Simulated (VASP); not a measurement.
## O2: relaxation of the atoms with r2SCAN

O2, in a box:

```
CELL_PARAMETERS angstrom
10.00000 0.00000 0.00000
0.00000 10.50000 0.00000
0.00000 0.00000 11.00000
ATOMIC_POSITIONS crystal
O 0.50000 0.50000 0.55663
O 0.50000 0.50000 0.44337
```

```
Program                : VASP 6.6.1
Task                   : relaxation of the atoms
Functional             : r2SCAN
Potentials or basis    : VASP PAW PBE potentials, release 64 (O)
Cutoff                 : 520 eV
k mesh                 : 1 × 1 × 1
Occupations            : gaussian, width 0.02 eV
Spin                   : collinear spin, ferromagnetic start
Starting moments       : [0.5, 0.5] μB
Fixed moment           : 2 μB
Further INCAR settings : ALGO = Normal; EDIFF = 1e-06; IBRION = 2; EDIFFG = -0.02; NSW = 40
```

| Quantity | Value |
| --- | --- |
| Energy gained by relaxing | 10.3 meV/atom |
| Ionic steps | 4 |
| Largest force after relaxing | 0.011 eV/Å |
| Net moment | 2.00 μB per cell |
| Site moments | O +0.83 μB |
| Valence electrons inside the program's atomic spheres | O 4.92 |

Forces on the atoms (eV/Å):
```
O    0.000  0.000 -0.011
O    0.000  0.000  0.011
```

The path:
```csv
step,energy change (eV),largest force (eV/Å),pressure (GPa)
1,0.0000,1.7070,-0.11
2,1.1232,19.3141,0.95
3,-0.0202,0.1628,0.00
4,-0.0207,0.0109,-0.01
```

Final structure:
```
CELL_PARAMETERS angstrom
10.00000 0.00000 0.00000
0.00000 10.50000 0.00000
0.00000 0.00000 11.00000
ATOMIC_POSITIONS crystal
O 0.50000 0.50000 0.55557
O 0.50000 0.50000 0.44443
```

Run time: 19 min on 1 thread of Intel(R) Xeon(R) Platinum 8559C (Emerald Rapids), on a shared host, peak memory 1.6 GiB.

Caveat: the standard files for N, O and F lose accuracy on very short bonds; the PAW data sets were made with another functional, which shifts forces and pressure a little; the total moment is fixed, so each spin has its own Fermi level.
